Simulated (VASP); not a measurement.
Write the native input for VASP 6.6.1 that does the following.

| Item | Value |
| --- | --- |
| Task | single point |
| Functional | PBE |
| Potentials or basis | VASP PAW PBE potentials, release 64 (Sb_d_GW) |
| Cutoff | 500 eV |
| k mesh | 4 × 4 × 4 |
| Occupations | gaussian, width 0.02 eV |
| Spin | no spin polarisation |
| Further INCAR settings | ALGO = Normal; EDIFF = 1e-06 |

The structure of Sb lies in POSCAR:

```
Sb
1.0
    2.1542000000      1.2437279499      3.7580000000
   -2.1542000000      1.2437279499      3.7580000000
    0.0000000000     -2.4874558998      3.7580000000
Sb
2
Direct
    0.7665100000      0.7665100000      0.7665100000
    0.2334900000      0.2334900000      0.2334900000
```

These files were run (other wordings do the same):

INCAR

```
SYSTEM = Sb
ALGO = Normal
EDIFF = 1E-6
ENCUT = 500
GGA = PE
ISIF = 2
ISMEAR = 0
LASPH = .TRUE.
LCHARG = .FALSE.
LREAL = .FALSE.
LWAVE = .FALSE.
NELM = 80
PREC = Accurate
SIGMA = 0.02
```

KPOINTS

```
k-points
0
G
  4 4 4
  0 0 0
```

Potentials or basis: VASP PAW PBE potentials, release 64 (Sb_d_GW).

Run with:

```bash
$ cat potpaw_PBE.64/Sb_d_GW/POTCAR > POTCAR
$ mpirun -np 1 vasp_std > vasp.out
```

It gave:

* Pressure: 2.7 GPa
* Largest force: 0.046 eV/Å
* Band gap on the k mesh: 0.12 eV, direct

Caveat: the k mesh is coarse (spacing up to 0.44 Å⁻¹), so the values aren't converged; spin-orbit coupling is left out, which moves the levels of the heavy elements.

Run time: 11 s on 1 thread of Intel(R) Xeon(R) 6975P-C (Granite Rapids) (shared host), peak memory 0.21 GiB.
